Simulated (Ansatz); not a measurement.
## Calculated ¹⁷⁷Hf nuclear quadrupole resonance for Hf₃N₄

Cell: a COD entry whose atoms were relaxed with PBE, the cell held.

Space group I-43d (No. 220); a = 6.7010 Å.

```csv
site,Wyckoff,site symmetry,x,y,z
Hf,12a,-4..,0.3750,0.0000,0.2500
N,16c,.3.,0.0678,0.0678,0.0678
```

One atom of each set is listed; the run and its k-mesh use a cell of 14 atoms with edges of 5.80, 5.80, 5.80 Å.

All values are calculated (Ansatz; DFT, r2SCAN, plane waves and PAW (field gradients read without the response of the frozen cores, which leaves them typically 4 to 6 % off), scalar-relativistic, 500 eV cutoff, Γ-centred 6×6×6 k-points, Fermi–Dirac smearing 0.02 eV), not measured.

¹⁷⁷Hf: I = 7/2, Q = 3365 mb (year-2017 value). Static lattice, zero field.

(1) The simulated lines lie at 149.0, 297.9, 446.9 MHz. What are |C_Q|, η and |V_zz| at Hf?

Results:

(1) For I = 7/2 and η = 0 the lines are |C_Q|/14 times 1, 2 and 3; η shifts the lowest up most. Here |C_Q| = 2086 MHz, η = 0.00 and |V_zz| = 25.6 × 10²¹ V/m². The calculation gives V_zz positive; the lines don't show the sign. The site has 8 N at 2.21–2.44 Å.

An axis of threefold or higher order runs through Hf, so V_zz lies along it and η is zero.

Without spin–orbit coupling the gradients at and beside Hf can be off by some per cent, at some sites by more.
